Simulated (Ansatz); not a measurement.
Space group P6_3mc (No. 186). a = 3.076 Å, b = 3.076 Å, c = 5.048 Å, α = 90.00°, β = 90.00°, γ = 120.00°
```json
{"atom": "Si", "site": "2b", "symmetry": "3m.", "x": "0.3333", "y": "0.6667", "z": "0.0046"}
{"atom": "C", "site": "2b", "symmetry": "3m.", "x": "0.3333", "y": "0.6667", "z": "0.3804"}
```

Equation of state of this SiC structure (not necessarily the ground state), with shape and atoms relaxed at each volume where symmetry leaves them free. Level of theory: DFT PBEsol, scalar-relativistic, plane waves, PAW in Ansatz 0.2.0.

Settings: cutoff 420 eV, Γ-centred mesh 12×12×6 on the computed 4-atom cell, Gaussian smearing of 0.02 eV; no spin polarisation.

```
V (Å³/atom) E − E(largest V) (meV/atom) P (GPa) gap on mesh (eV)
      9.719                         5.25    15.54              2.01
     10.029                       -16.56     7.21              2.07
     10.339                       -23.40     0.02              2.12
     10.649                       -17.29    -6.19              2.18
     10.959                         0.00   -11.54              2.22
```

Q: Fit a third-order Birch–Murnaghan equation to E(V).

A: V0 = 10.34 Å³/atom, B0 = 222 GPa, B0' = 3.9.